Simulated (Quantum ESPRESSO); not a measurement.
TiC in Quantum ESPRESSO: the effect of Hubbard term

The system is TiC.

```
CELL_PARAMETERS angstrom
0.00000 2.16572 2.16572
2.16572 0.00000 2.16572
2.16572 2.16572 0.00000
ATOMIC_POSITIONS crystal
Ti 0.00000 0.00000 0.00000
C 0.50000 0.50000 0.50000
```

The cell is a database's computed one.

Alike in all runs:

* Program: Quantum ESPRESSO 7.5
* Task: projected density of states
* Functional: PBEsol
* Potentials or basis: SSSP 1.3 efficiency PBE
* Cutoff: 748 eV
* Density cutoff: 5987 eV
* k mesh: 11 × 11 × 11
* Occupations: fermi-dirac, width 0.05 eV
* Spin: no spin polarisation
* Hubbard projectors: ortho-atomic
* Mixing beta: 0.3
* Most SCF iterations: 120
* SCF threshold: 4e-10 Ry
* Dos occupations: tetrahedra_opt

```csv
Hubbard term,pressure (GPa)
none,?
Ti d U = 1 eV,-4.9
Ti d U = 2 eV,-3.1
Ti d U = 3 eV,-1.1
Ti d U = 4 eV,1.0
Ti d U = 5 eV,3.2
Ti d U = 6 eV,5.5
Ti d U = 8 eV,10.8
```

Task: What does the run with Hubbard term none give?

Result: Pressure -6.6 GPa.

Worked out: A parabola through the other rows of the pressure, of slope 1.59 GPa per eV there, extrapolates to -6.5 GPa, against the run's -6.6.

Caveats: the potentials were made for another functional, which shifts forces and pressure; U without spin polarisation on a metal has little footing (some runs); the U is typed as a test and isn't derived for this compound (some runs).

Runs at the PBE level aren't shown here.
